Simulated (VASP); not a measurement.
Si:

```
Si
1.0
     0.00000    2.72185    2.72185
     2.72185    0.00000    2.72185
     2.72185    2.72185    0.00000
Si
2
Cartesian
  2.7219 2.7219 2.7219
  4.0828 4.0828 4.0828
```

Base run:

```yaml
Program: VASP 6.6.1
Functional: revTPSS
Potentials_or_basis: VASP PAW PBE potentials, release 64 (Si)
Cutoff: 520 eV
k_mesh: 8 × 8 × 8
Occupations: fermi-dirac, width 0.05 eV
Spin: no spin polarisation
```

Its results: band gap on the k mesh 0.60 eV, indirect (least direct gap 2.67 eV); pressure -0.3 GPa.

**Question.** After a change of settings the same cell gave: band gap on the k mesh 0.51 eV, indirect (least direct gap 2.51 eV); pressure -0.4 GPa. Which change was it?
A. functional from revTPSS to MS2; further incar settings from ALGO = Normal; EDIFF = 1e-06; NBANDS = 11 to ALGO = Normal; EDIFF = 1e-07
B. functional from revTPSS to PBEsol
C. functional from revTPSS to RPBE; further incar settings from ALGO = Normal; EDIFF = 1e-06; NBANDS = 11 to ALGO = Fast; EDIFF = 1e-06; NBANDS = 11
D. functional from revTPSS to BLYP; further incar settings from ALGO = Normal; EDIFF = 1e-06; NBANDS = 11 to ALGO = Normal; EDIFF = 1e-06

**Answer.** B.

Caveats: the PAW data sets were made with another functional, which shifts forces and pressure a little.

Runs at the PBE level aren't shown here.
